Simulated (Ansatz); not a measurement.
# Iridium, simple cubic under BLYP: ground state and equation of state

Aim: take iridium in the simple cubic structure, relax it, solve it on a dense k-mesh, then scale the cell to 7 volumes from 88 to 112 % of the relaxed one and try a fit of the equation of state. Spin polarisation is left out. The k-meshes are 13×13×13 for the relaxation; 20×20×20 for the dense run; 13×13×13 for the volumes.

This is Ir in the simple cubic structure; at room conditions it is fcc.

Computed with Ansatz 0.2.0 (DFT BLYP, plane waves (420 eV) with PAW, scalar-relativistic; PBE-made PAW files, unless a step says otherwise).

**1. The system as given**

The structure is cubic, space group Pm-3m (No. 221). Conventional cell: a = 2.482 Å, b = 2.482 Å, c = 2.482 Å, α = 90.00°, β = 90.00°, γ = 90.00°. Ir (site symmetry m-3m) is surrounded by 6 Ir at 2.48 Å.

Coordinates:

```
CELL_PARAMETERS angstrom
2.48152 0.00000 0.00000
0.00000 2.48152 0.00000
0.00000 0.00000 2.48152
ATOMIC_POSITIONS crystal
Ir 0.00000 0.00000 0.00000
```

**2. Geometry optimisation**

Contents of input.yaml:

```yaml
crystal:
  lattice:
    - [2.4815209647, 0.0, 0.0]
    - [0.0, 2.4815209647, 0.0]
    - [0.0, 0.0, 2.4815209647]
  atoms:
    - { symbol: Ir, position: [0.0, 0.0, 0.0] }
hamiltonian:
  xc: blyp
  pseudopotentials:
    kind: paw
    azcp:
      Ir: "pseudopotentials/Ir.paw.azcp"
basis:
  ecutwfc: 420
  fft_grid_basis: typed
kpoints:
  mp_grid: { grid: [13, 13, 13], shift: [0, 0, 0] }
magnetization:
  spin_polarized: false
scf:
  occupations: { method: fermi_dirac, width: 0.1 }
relax:
  max_steps: 60
  f_tol: 0.01
  cell: {}
```

What it wrote:

```text
Warning: RAYON_NUM_THREADS=2 ignored (pool sized by the plan → 2); use --threads N
Engine: ansatz 0.2.0, aarch64-unknown-linux-gnu
Pseudopotentials: kind: paw
Pseudopotential: Ir, paw, valence charge 17, recommended cutoff 420 eV (normal), <dir>
Functional definition: BLYP
  parameter beta = 0.0042
  parameter a = 0.04918
  parameter b = 0.132
  parameter c = 0.2533
  parameter d = 0.349
  exchange = b88_x(beta = beta)
  correlation = lyp_c(a = a, b = b, c = c, d = d)
Crystal: 1 atoms, lattice volume = 15.281 Å³
Basis set: ecut = 420 eV, 305 PW (Γ), exchange–correlation on 36×36×36 points (8 copies of the dense FFT grid, shifted against one another)
Bands: 13, of which v1, the nominal top of the filled ones, is band 9 counted from 1 (8 counted from 0)
Symmetry: 48 space group operations
Space group: Pm-3m (ITA 221), of the structure as read, at distance tolerance 2.5e-5 Å
k-points: 84 of 2197
Non-local potential: Ir, projectors of the file, l = 0: 3, l = 1: 2, l = 2: 2, l = 3: 1
PAW form: soft (Blöchl's): semilocal exchange-correlation on the pseudo side does not see the compensation charge
PAW frozen core: Ir, regenerated for the run's functional, and the local potential with it (the file was generated under x = pbe(κ = 0.804, μ = 0.2195149727645171), c = pbe(β = 0.06672455060314922))
PAW one-centre angular grid: Ir, 590 points (default); XC on 64 Gauss nodes
Initial density: superposition of atomic densities (neutral atoms: chi_scale 0, normalization atom), corrected by the library's trained network
Initial wavefunctions: pseudopotential atomic-orbital guess
Functional: x = b88, c = lyp
SCF iter   1: F=—  HF=-11959.723033 eV  |F-HF|=—  |Δ(HF+E_count)|=         —  Δρ=1.23e-2  dr2=2.49e-2  ethr=1.77e-3  ⟨swp⟩=5.0  Hψ=5943  notcnv=0
preconditioner: auto → none  [metal: Δε(μ)=0.016 eV  Ē_g=13.979 eV  σ=0.100 eV  W_gap=0.04  n_scr=6 (ndim 8)  ℏωp=28.5 eV  f_vac=0.000  D(μ)=1.48/eV (n_scr^D=18)  sad-step TF]
SCF iter   2: F=—  HF=-11959.717964 eV  |F-HF|=—  |Δ(HF+E_count)|=   5.07e-3  Δρ=6.71e-3  dr2=7.22e-3  ethr=1.46e-4  ⟨swp⟩=1.0  Hψ=1764  notcnv=0
SCF iter   3: F=—  HF=-11959.715961 eV  |F-HF|=—  |Δ(HF+E_count)|=   2.00e-3  Δρ=5.64e-4  dr2=4.60e-5  ethr=4.25e-5  ⟨swp⟩=2.2  Hψ=1376  notcnv=0
SCF iter   4: F=—  HF=-11959.715992 eV  |F-HF|=—  |Δ(HF+E_count)|=   3.15e-5  Δρ=1.34e-4  dr2=2.07e-6  ethr=2.71e-7  ⟨swp⟩=2.1  Hψ=1470  notcnv=0
iter 5 did not close the SCF: its close was put off for the readings that it lacked (scf_convergence_deferred on its scf_iter line)
SCF iter   5: F=-11959.715992 eV  HF=-11959.715992 eV  |F-HF|=2.54e-9  |Δ(HF+E_count)|=   2.29e-7  Δρ=6.71e-6  dr2=1.52e-9  ethr=1.22e-8  ⟨swp⟩=2.2  Hψ=1542  notcnv=0
SCF iter   6: F=-11959.715992 eV  HF=-11959.715992 eV  |F-HF|=5.09e-11  |Δ(HF+E_count)|=   3.44e-9  Δρ=9.21e-7  dr2=5.65e-11  ethr=8.92e-12  ⟨swp⟩=1.3  Hψ=3297  notcnv=0
SCF 1 converged in 6 iterations: F = -11959.715992 eV  dr2 = 5.65e-11
relax step   1: F+E_penalty+E_count = -11959.71599194 eV  Δ(F+E_penalty+E_count) = +0.000e0 eV  max|allowed force component| = 0.000e0 eV/Å  Δτ_max = 0.0000 Å  P = +49.426 GPa  Ω = 15.281 Å³  (6 SCF iters, dr2 threshold 1.00e-7 eV, accepted)
Crystal: 1 atoms, lattice volume = 17.627 Å³
Basis set: ecut = 420 eV, 341 PW (Γ), exchange–correlation on 36×36×36 points (8 copies of the dense FFT grid, shifted against one another)
Initial density: handed on by an earlier stage of this run
Initial wavefunctions: those handed on with the density
iter 1 solved again at ethr=1.72e-5 eV; its pass at ethr=3.10e-3 eV (dr2=2.92e-3 eV) is discarded
SCF iter   1: F=—  HF=-11960.059214 eV  |F-HF|=—  |Δ(HF+E_count)|=         —  Δρ=4.36e-3  dr2=2.83e-3  ethr=1.72e-5  ⟨swp⟩=1.7  Hψ=7990  notcnv=0
preconditioner: auto → none  [metal: Δε(μ)=0.011 eV  Ē_g=12.438 eV  σ=0.100 eV  W_gap=0.03  n_scr=6 (ndim 8)  ℏωp=26.5 eV  f_vac=0.000  D(μ)=1.71/eV (n_scr^D=26)]
SCF iter   2: F=—  HF=-11960.059786 eV  |F-HF|=—  |Δ(HF+E_count)|=   5.72e-4  Δρ=2.22e-3  dr2=5.17e-4  ethr=1.66e-5  ⟨swp⟩=1.4  Hψ=1244  notcnv=0
SCF iter   3: F=—  HF=-11960.060097 eV  |F-HF|=—  |Δ(HF+E_count)|=   3.11e-4  Δρ=7.67e-4  dr2=1.07e-4  ethr=3.04e-6  ⟨swp⟩=2.6  Hψ=1829  notcnv=0
SCF iter   4: F=—  HF=-11960.060088 eV  |F-HF|=—  |Δ(HF+E_count)|=   9.32e-6  Δρ=1.13e-4  dr2=6.31e-7  ethr=6.31e-7  ⟨swp⟩=2.2  Hψ=1471  notcnv=0
SCF iter   5: F=—  HF=-11960.060106 eV  |F-HF|=—  |Δ(HF+E_count)|=   1.80e-5  Δρ=7.38e-6  dr2=3.88e-9  ethr=5.88e-10  ⟨swp⟩=4.1  Hψ=3365  notcnv=0
SCF iter   6: F=-11960.060106 eV  HF=-11960.060106 eV  |F-HF|=8.91e-11  |Δ(HF+E_count)|=   2.18e-9  Δρ=6.67e-7  dr2=3.41e-11  ethr=2.28e-11  ⟨swp⟩=1.1  Hψ=3484  notcnv=0
SCF 2 converged in 6 iterations: F = -11960.060106 eV  dr2 = 3.41e-11
relax step   2: F+E_penalty+E_count = -11960.06010581 eV  Δ(F+E_penalty+E_count) = -3.441e-1 eV  max|allowed force component| = 0.000e0 eV/Å  Δτ_max = 0.0000 Å  P = +3.577 GPa  Ω = 17.627 Å³  energy of the carried Pulay correction = -8.857e-4 eV  (6 SCF iters, dr2 threshold 1.00e-7 eV, accepted)
Crystal: 1 atoms, lattice volume = 17.840 Å³
Basis set: ecut = 420 eV, 365 PW (Γ), exchange–correlation on 36×36×36 points (8 copies of the dense FFT grid, shifted against one another)
iter 1 solved again at ethr=1.09e-7 eV; its pass at ethr=3.10e-3 eV (dr2=1.86e-5 eV) is discarded
SCF iter   1: F=—  HF=-11960.062973 eV  |F-HF|=—  |Δ(HF+E_count)|=         —  Δρ=3.72e-4  dr2=1.44e-5  ethr=1.09e-7  ⟨swp⟩=2.2  Hψ=7352  notcnv=0
preconditioner: auto → none  [metal: Δε(μ)=0.011 eV  Ē_g=12.324 eV  σ=0.100 eV  W_gap=0.03  n_scr=6 (ndim 8)  ℏωp=26.4 eV  f_vac=0.000  D(μ)=1.73/eV (n_scr^D=26)]
SCF iter   2: F=—  HF=-11960.062990 eV  |F-HF|=—  |Δ(HF+E_count)|=   1.68e-5  Δρ=1.87e-4  dr2=3.50e-6  ethr=8.47e-8  ⟨swp⟩=1.0  Hψ=1092  notcnv=0
SCF iter   3: F=-11960.062992 eV  HF=-11960.062992 eV  |F-HF|=3.27e-9  |Δ(HF+E_count)|=   1.68e-6  Δρ=9.73e-6  dr2=9.24e-9  ethr=5.88e-10  ⟨swp⟩=3.5  Hψ=4075  notcnv=0
SCF 3 converged in 3 iterations: F = -11960.062992 eV  dr2 = 9.24e-9
relax step   3: F+E_penalty+E_count = -11960.06299171 eV  Δ(F+E_penalty+E_count) = -2.886e-3 eV  max|allowed force component| = 0.000e0 eV/Å  Δτ_max = 0.0000 Å  P = +0.897 GPa  Ω = 17.840 Å³  energy of the carried Pulay correction = -9.601e-4 eV  (3 SCF iters, dr2 threshold 1.00e-7 eV, accepted)
Crystal: 1 atoms, lattice volume = 17.913 Å³
iter 1 solved again at ethr=1.21e-8 eV; its pass at ethr=3.10e-3 eV (dr2=2.06e-6 eV) is discarded
SCF iter   1: F=—  HF=-11960.063163 eV  |F-HF|=—  |Δ(HF+E_count)|=         —  Δρ=1.25e-4  dr2=1.66e-6  ethr=1.21e-8  ⟨swp⟩=2.4  Hψ=7174  notcnv=0
preconditioner: auto → none  [metal: Δε(μ)=0.011 eV  Ē_g=12.285 eV  σ=0.100 eV  W_gap=0.03  n_scr=6 (ndim 8)  ℏωp=26.3 eV  f_vac=0.000  D(μ)=1.74/eV (n_scr^D=26)]
SCF iter   2: F=—  HF=-11960.063175 eV  |F-HF|=—  |Δ(HF+E_count)|=   1.20e-5  Δρ=6.39e-5  dr2=4.09e-7  ethr=9.74e-9  ⟨swp⟩=1.0  Hψ=1092  notcnv=0
SCF iter   3: F=-11960.063175 eV  HF=-11960.063175 eV  |F-HF|=3.62e-9  |Δ(HF+E_count)|=   2.10e-7  Δρ=5.57e-6  dr2=5.01e-9  ethr=5.88e-10  ⟨swp⟩=3.0  Hψ=3665  notcnv=0
SCF 4 converged in 3 iterations: F = -11960.063175 eV  dr2 = 5.01e-9
relax step   4: F+E_penalty+E_count = -11960.06317493 eV  Δ(F+E_penalty+E_count) = -1.832e-4 eV  max|allowed force component| = 0.000e0 eV/Å  Δτ_max = 0.0000 Å  P = +0.026 GPa  Ω = 17.913 Å³  energy of the carried Pulay correction = -9.852e-4 eV  (3 SCF iters, dr2 threshold 1.00e-7 eV, accepted)
Initial wavefunctions: pseudopotential atomic-orbital guess (no wavefunctions were taken with the density)
iter 1 solved again at ethr=4.02e-8 eV; its pass at ethr=3.10e-3 eV (dr2=6.84e-6 eV) is discarded
SCF iter   1: F=—  HF=-11960.063558 eV  |F-HF|=—  |Δ(HF+E_count)|=         —  Δρ=1.01e-3  dr2=6.15e-6  ethr=4.02e-8  ⟨swp⟩=3.0  Hψ=8674  notcnv=0
preconditioner: auto → none  [metal: Δε(μ)=0.011 eV  Ē_g=12.284 eV  σ=0.100 eV  W_gap=0.03  n_scr=6 (ndim 8)  ℏωp=26.3 eV  f_vac=0.000  D(μ)=1.74/eV (n_scr^D=26)]
SCF iter   2: F=—  HF=-11960.064316 eV  |F-HF|=—  |Δ(HF+E_count)|=   7.59e-4  Δρ=5.04e-4  dr2=1.50e-6  ethr=3.62e-8  ⟨swp⟩=1.0  Hψ=1092  notcnv=0
SCF iter   3: F=—  HF=-11960.064592 eV  |F-HF|=—  |Δ(HF+E_count)|=   2.76e-4  Δρ=3.92e-5  dr2=1.96e-7  ethr=8.81e-9  ⟨swp⟩=2.6  Hψ=1467  notcnv=0
SCF iter   4: F=—  HF=-11960.064593 eV  |F-HF|=—  |Δ(HF+E_count)|=   4.85e-7  Δρ=2.48e-6  dr2=2.46e-10  ethr=1.15e-9  ⟨swp⟩=2.4  Hψ=1587  notcnv=0
SCF iter   5: F=—  HF=-11960.064593 eV  |F-HF|=—  |Δ(HF+E_count)|=  7.93e-10  Δρ=5.88e-7  dr2=1.10e-11  ethr=1.00e-12  ⟨swp⟩=5.7  Hψ=4422  notcnv=0
SCF iter   6: F=-11960.064593 eV  HF=-11960.064593 eV  |F-HF|=7.28e-12  |Δ(HF+E_count)|=  6.37e-11  Δρ=3.81e-8  dr2=7.18e-14  ethr=1.00e-12  ⟨swp⟩=5.0  Hψ=3953  notcnv=0
SCF 5 converged in 6 iterations: F = -11960.064593 eV  dr2 = 7.18e-14
relax step   5: F+E_penalty+E_count = -11960.06459256 eV  Δ(F+E_penalty+E_count) = -1.418e-3 eV  max|allowed force component| = 0.000e0 eV/Å  Δτ_max = 0.0000 Å  P = +0.191 GPa  Ω = 17.913 Å³  stress off target by 1.91e-1 GPa  SCF on the basis re-selected at this cell (its energy is not comparable with the rows above)  (6 SCF iters)
basis re-selected at this cell: Δ(F+E_penalty+E_count) = -1.418e-3 eV, ΔP = +0.165 GPa vs the last step (what re-selecting the basis moved, of the pressure what is left beyond the Pulay correction that the steps carried, after the strain that the cell walked since its last selection, with what the two solves' SCF thresholds leave and, on support functions, any second-order correction that the steps lacked; it is no measure of the basis error at this ecutwfc). This SCF's stress stands 1.91e-1 GPa from its target on what of the cell is left free (relax.cell.stress_tol is 5.00e-2 GPa) and its largest allowed force component is 0.00e0 eV/Å (relax.f_tol is 1.00e-2 eV/Å): not within both, so this SCF does not close the relaxation
Crystal: 1 atoms, lattice volume = 17.929 Å³
iter 1 solved again at ethr=4.98e-10 eV; its pass at ethr=3.10e-3 eV (dr2=8.46e-8 eV) is discarded
SCF iter   1: F=—  HF=-11960.064586 eV  |F-HF|=—  |Δ(HF+E_count)|=         —  Δρ=2.57e-5  dr2=7.48e-8  ethr=4.98e-10  ⟨swp⟩=3.2  Hψ=7556  notcnv=0
preconditioner: auto → none  [metal: Δε(μ)=0.011 eV  Ē_g=12.275 eV  σ=0.100 eV  W_gap=0.03  n_scr=6 (ndim 8)  ℏωp=26.3 eV  f_vac=0.000  D(μ)=1.74/eV (n_scr^D=26)]
SCF iter   2: F=-11960.064597 eV  HF=-11960.064597 eV  |F-HF|=8.52e-9  |Δ(HF+E_count)|=   1.17e-5  Δρ=1.31e-5  dr2=1.90e-8  ethr=4.40e-10  ⟨swp⟩=3.9  Hψ=3043  notcnv=0
SCF 6 converged in 2 iterations: F = -11960.064597 eV  dr2 = 1.90e-8
relax step   6: F+E_penalty+E_count = -11960.06459723 eV  Δ(F+E_penalty+E_count) = -4.673e-6 eV  max|allowed force component| = 0.000e0 eV/Å  Δτ_max = 0.0000 Å  P = +0.006 GPa  Ω = 17.929 Å³  energy of the carried Pulay correction = -5.192e-6 eV  (2 SCF iters, dr2 threshold 9.15e-8 eV, accepted)
iter 1 solved again at ethr=5.13e-9 eV; its pass at ethr=3.10e-3 eV (dr2=8.72e-7 eV) is discarded
SCF iter   1: F=—  HF=-11960.064586 eV  |F-HF|=—  |Δ(HF+E_count)|=         —  Δρ=1.26e-5  dr2=1.80e-8  ethr=5.13e-9  ⟨swp⟩=3.4  Hψ=9098  notcnv=0
SCF iter   2: F=—  HF=-11960.064598 eV  |F-HF|=—  |Δ(HF+E_count)|=   1.17e-5  Δρ=7.01e-6  dr2=5.00e-9  ethr=1.06e-10  ⟨swp⟩=2.3  Hψ=1624  notcnv=0
SCF iter   3: F=—  HF=-11960.064598 eV  |F-HF|=—  |Δ(HF+E_count)|=   3.12e-9  Δρ=1.86e-6  dr2=6.01e-10  ethr=2.94e-11  ⟨swp⟩=2.6  Hψ=1818  notcnv=0
SCF iter   4: F=-11960.064598 eV  HF=-11960.064598 eV  |F-HF|=3.64e-12  |Δ(HF+E_count)|=  1.69e-10  Δρ=3.70e-7  dr2=7.26e-12  ethr=1.00e-12  ⟨swp⟩=4.0  Hψ=4829  notcnv=0
SCF 7 converged in 4 iterations: F = -11960.064598 eV  dr2 = 7.26e-12
relax step   7: F+E_penalty+E_count = -11960.06459782 eV  Δ(F+E_penalty+E_count) = -5.917e-7 eV  max|allowed force component| = 0.000e0 eV/Å  Δτ_max = 0.0000 Å  P = +0.006 GPa  Ω = 17.929 Å³  stress off target by 6.43e-3 GPa  SCF on the basis re-selected at this cell (its energy is not comparable with the rows above)  (4 SCF iters)
basis re-selected at this cell: Δ(F+E_penalty+E_count) = -5.917e-7 eV, ΔP = +0.000 GPa vs the last step (what re-selecting the basis moved, of the pressure what is left beyond the Pulay correction that the steps carried, after the strain that the cell walked since its last selection, with what the two solves' SCF thresholds leave and, on support functions, any second-order correction that the steps lacked; it is no measure of the basis error at this ecutwfc). This SCF's stress stands 6.43e-3 GPa from its target on what of the cell is left free (relax.cell.stress_tol is 5.00e-2 GPa) and its largest allowed force component is 0.00e0 eV/Å (relax.f_tol is 1.00e-2 eV/Å): within both
SCF converged after 4 iterations
Free energy (F): -11960.064598 eV
Harris-Foulkes:  -11960.064598 eV  (|F-HF|=3.64e-12)
Internal energy: -11960.007635 eV  (E = F + TS)
E sigma→0 (E₀):  -11960.036116 eV
Entropy (-TS):   -0.056963 eV (-56.963 meV/atom)
Fermi energy:    19.357246 eV
--- Per-component energies (eV) ---
  E_band       = -174.266561
  E_kinetic    = 621.204455
  E_local      = -1421.427719  (includes V_loc(G=0)·N_el)
  E_nonlocal   = 73.461572
  E_hartree    = 538.166063
  E_xc         = -262.566295
  E_vxc        = -292.539705  (∫ρ·V_xc dr)
  E_paw        = -9253.329039  (= ΣΔE_a)
  E_vpaw       = -231.297364  (= ΣTr[D̂ρ^β])
  E_aug_tail   = 0.000046  (compensation charges beyond the density's cutoff)
  E_ewald      = -2255.666869
  E_core_change = 0.150151  (= ΣΔE_core)
  E_smearing   = -0.056963  (= −TS)
  E_closure    = 0.000000  (closes the sum)
  Σ components = -11960.064598   (vs F -11960.064598, Δ=0.00e0)
--- Forces (eV/Å), atoms counted from 1 ---
  atom   1  Ir     0.00000000     0.00000000     0.00000000
  max |Σ_I F_I| component: 2.47e-32 eV/Å
--- Stress (GPa, compression-positive) ---
        0.006430      -0.000000       0.000000
       -0.000000       0.006430       0.000000
        0.000000       0.000000       0.006430
  P = ⅓ Tr σ = 0.0064 GPa (0.064 kbar)
--- Relaxed structure (5 steps of the walk, 5 accepted, 2 SCFs on fresh bases) ---
  F+E_penalty+E_count = -11960.06459782 eV   max|allowed force component| = 0.000e0 eV/Å   (the final SCF, on the basis selected at the relaxed cell)
  cell:  # Å, volume = 17.9287 Å³
    - [2.617276214882512, -7.446929118297312e-33, 5.135813185032629e-34]
    - [-7.446929118297312e-33, 2.617276214882512, 0.0]
    - [5.135813185032629e-34, 0.0, 2.617276214882512]
  atoms:
    - { symbol: Ir, position: [0.0, 0.0, 0.0] }
```

Run time: 2.9 s. Hardware: 2 threads of Arm Neoverse V2, shared host; peak memory 0.28 GiB.

Relaxation path:

| step | energy change (meV/atom) | largest force (eV/Å) | pressure (GPa) | volume (Å³/atom) |
| --- | --- | --- | --- | --- |
| 1 | 0.00 | 0.0000 | 49.43 | 15.281 |
| 2 | -344.11 | 0.0000 | 3.58 | 17.627 |
| 3 | -347.00 | 0.0000 | 0.90 | 17.840 |
| 4 | -347.18 | 0.0000 | 0.03 | 17.913 |
| 5 | -348.60 | 0.0000 | 0.19 | 17.913 |
| 6 | -348.61 | 0.0000 | 0.01 | 17.929 |
| 7 | -348.61 | 0.0000 | 0.01 | 17.929 |

Steps that repeat a cell are solved on a basis chosen anew, so their changes of energy are no gain of the relaxation.

The cell of the run, before and after:

|  | before | after | change |
| --- | --- | --- | --- |
| a (Å) | 2.482 | 2.617 | +5.5 % |
| b (Å) | 2.482 | 2.617 | +5.5 % |
| c (Å) | 2.482 | 2.617 | +5.5 % |
| volume (Å³/atom) | 15.281 | 17.929 | +17.3 % |
| shortest distance (Å) | 2.482 | 2.617 | +5.5 % |
| space group (spins left aside) | Pm-3m | Pm-3m | same |

(Part 1 of 2 ends here.)
